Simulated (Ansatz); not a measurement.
NaF: changing the share of exact exchange

```cif
data_structure
_symmetry_space_group_name_H-M 'Fm-3m'
_symmetry_Int_Tables_number 225
_cell_length_a 4.6400
_cell_length_b 4.6400
_cell_length_c 4.6400
_cell_angle_alpha 90.000
_cell_angle_beta 90.000
_cell_angle_gamma 90.000
_cell_volume 99.90
loop_
_atom_site_label
_atom_site_type_symbol
_atom_site_symmetry_multiplicity
_atom_site_Wyckoff_symbol
_atom_site_fract_x
_atom_site_fract_y
_atom_site_fract_z
_atom_site_occupancy
Na1 Na 4 a 0.00000 0.00000 0.00000 1
F1 F 4 b 0.50000 0.00000 0.00000 1
```

Kept alike: task single point; k mesh 6 × 6 × 6; occupations fermi-dirac, width 0.05 eV; no spin polarisation. Program: Ansatz, Ansatz PAW, cutoff 420 eV. The mesh is that of the run's cell of 2 atoms. No spin-orbit coupling.

| share of exact exchange, α | band gap (eV) | pressure (GPa) |
| --- | --- | --- |
| 0 | 6.295 | 1.92 |
| 0.1 | 7.149 | 1.12 |
| 0.15 | 7.582 | 0.72 |
| 0.25 | 8.457 | -0.06 |
| 0.35 | 9.343 | -0.81 |
| 0.5 | 10.693 | -1.90 |

Pressure is positive in compression, with a Pulay correction for the finite cutoff. The exact exchange is short-ranged, of HSE form. A gap read on the mesh alone can miss an edge between its points. All rows use potentials made for PBE. The mesh is thin for exact exchange.

Q: What does the share of exact exchange change here?

A: The band gap rises from 6.295 to 10.693 eV between 0 and 0.5. Exact exchange pulls filled levels down against empty ones, so the gap grows nearly in line with its share. The mean slope is +8.80 eV per unit of share. The pressure falls from 1.92 to -1.90 GPa between 0 and 0.5. Exact exchange shortens the bonds here, so the pressure at fixed cell falls.
